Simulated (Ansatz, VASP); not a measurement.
**Be in VASP and in Ansatz**

```
Be
1.0
     2.23274   -0.02233    0.00000
    -0.02233    2.23274    0.00000
     0.00000    0.00000    2.06565
Be
1
Direct
  0.50000 0.50000 0.00000
```

Change from the starting cell: strain = -0.02.

Alike in both runs: task single point; functional PBE; k mesh 12 × 12 × 13; occupations fermi-dirac, width 0.05 eV; no spin polarisation.

```csv
,VASP,Ansatz
version,VASP 6.6.1,Ansatz 0.2.0
potentials or method,"VASP PAW PBE potentials, release 64 (Be)",Ansatz PAW
plane-wave cutoff (eV),520,420
valence electrons in the cell,2,2
```

|  | VASP | Ansatz | Ansatz less VASP |
| --- | --- | --- | --- |
| gap on the k mesh at the Fermi level (eV) | none | none | - |
| pressure (GPa) | 0.2 | 0.2 | -0.07 |
| largest component of the traceless stress (GPa) | 2.08 | 2.07 | -0.009 |

A gap of «none» marks a metal or a gap that the smearing closes.
